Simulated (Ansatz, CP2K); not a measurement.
This is a calculation of Hf (Hafnium) for CP2K 2026.2. 

Contents of hf_scf.inp:

```
&GLOBAL
  PROJECT hf_scf
  RUN_TYPE ENERGY_FORCE
  PRINT_LEVEL LOW
&END GLOBAL
&FORCE_EVAL
  METHOD QS
  STRESS_TENSOR ANALYTICAL
  &DFT
    BASIS_SET_FILE_NAME BASIS_MOLOPT_UZH
    POTENTIAL_FILE_NAME POTENTIAL_UZH
    &MGRID
      CUTOFF 450
      REL_CUTOFF 60
      NGRIDS 4
    &END MGRID
    &QS
      METHOD GPW
      EPS_DEFAULT 1.0E-10
    &END QS
    &KPOINTS
      SCHEME MONKHORST-PACK 10 10 5
      GAMMA_CENTERED T
      SYMMETRY T
      SYMMETRY_BACKEND SPGLIB
    &END KPOINTS
    &SCF
      SCF_GUESS ATOMIC
      EPS_SCF 1.0E-6
      MAX_SCF 100
      ADDED_MOS 16
      CHOLESKY OFF
      EPS_EIGVAL 1.0E-7
      &DIAGONALIZATION ON
        ALGORITHM STANDARD
      &END DIAGONALIZATION
      &MIXING ON
        METHOD BROYDEN_MIXING
        ALPHA 0.4
        BETA 1.5
        NBUFFER 8
      &END MIXING
      &SMEAR ON
        METHOD FERMI_DIRAC
        ELECTRONIC_TEMPERATURE [K] 580.226
      &END SMEAR
    &END SCF
    &XC
      &XC_FUNCTIONAL PBE
      &END XC_FUNCTIONAL
    &END XC
    &PRINT
      &KPOINTS ON
      &END KPOINTS
      &MULLIKEN ON
      &END MULLIKEN
      &MO ON
        ENERGIES T
        OCCUPATION_NUMBERS T
        &EACH
          QS_SCF 0
        &END EACH
        ADD_LAST NUMERIC
      &END MO
      &LOWDIN ON
      &END LOWDIN
      &HIRSHFELD ON
        SHAPE_FUNCTION DENSITY
      &END HIRSHFELD
      &E_DENSITY_CUBE ON
        STRIDE 1
      &END E_DENSITY_CUBE
      &V_HARTREE_CUBE ON
        STRIDE 1
      &END V_HARTREE_CUBE
      &ELF_CUBE ON
        STRIDE 1
      &END ELF_CUBE
    &END PRINT
  &END DFT
  &SUBSYS
    &CELL
      A 3.1967000000 0.0000000000 0.0000000000
      B -1.5983500000 2.7684234083 0.0000000000
      C 0.0000000000 0.0000000000 5.0578000000
      PERIODIC XYZ
    &END CELL
    &COORD
      Hf  1.5983500002 0.9228078027 3.7933500000
      Hf  -0.0000000002 1.8456156056 1.2644500000
    &END COORD
    &KIND Hf
      BASIS_SET TZVP-MOLOPT-PBE-GTH-q12
      POTENTIAL GTH-PBE-q12
    &END KIND
    &PRINT
      &ATOMIC_COORDINATES ON
      &END ATOMIC_COORDINATES
      &CELL ON
      &END CELL
    &END PRINT
  &END SUBSYS
  &PRINT
    &FORCES ON
    &END FORCES
    &STRESS_TENSOR ON
    &END STRESS_TENSOR
  &END PRINT
&END FORCE_EVAL
```

Potentials or basis: POTENTIAL_UZH Hf GTH-PBE-q12; TZVP-MOLOPT-PBE-GTH basis.

Run with:

```bash
$ OMP_NUM_THREADS=1 cp2k.psmp -i hf_scf.inp -o hf_scf.out
```

**Question.** What does the same run look like in Ansatz 0.2.0? Potentials or basis there: Ansatz PAW, cutoff 420 eV.

**Answer.** As run (cutoffs and basis follow the program's own potentials, and thresholds, step limits or extra output files can differ):

The input input.yaml:

```yaml
crystal:
  lattice:
    - [3.1967, 0.0, 0.0]
    - [-1.59835, 2.7684234083, 0.0]
    - [0.0, 0.0, 5.0578]
  atoms:
    - { symbol: Hf, position: [0.6666666667, 0.3333333333, 0.75] }
    - { symbol: Hf, position: [0.3333333333, 0.6666666667, 0.25] }
hamiltonian:
  xc: pbe
  pseudopotentials: { kind: paw }
kpoints:
  mp_grid: { grid: [10, 10, 5] }
scf:
  occupations: { method: fermi_dirac, width: 0.05 }
output:
  forces: true
  stress: true
  eigenvalues: true
```

Potentials or basis: Ansatz PAW.

The run is started by

```bash
$ ansatz run input.yaml --threads 1 --pin off --max-ram 3584MiB --backend cpu --events-out ev --progress --plain --runs-dir out
```

Both were run:

|  | CP2K | Ansatz |
| --- | --- | --- |
| Pressure | 0.8 GPa | 0.6 GPa |

Ansatz's pressure holds a Pulay term of +0.05 GPa for its cutoff of 420 eV, which the other run lacks.

The potentials hold 24 and 52 valence electrons a cell.

Where Ansatz's input types no cutoff or centring, it takes its own default and a Γ-centred mesh.

Pressure is positive in compression.
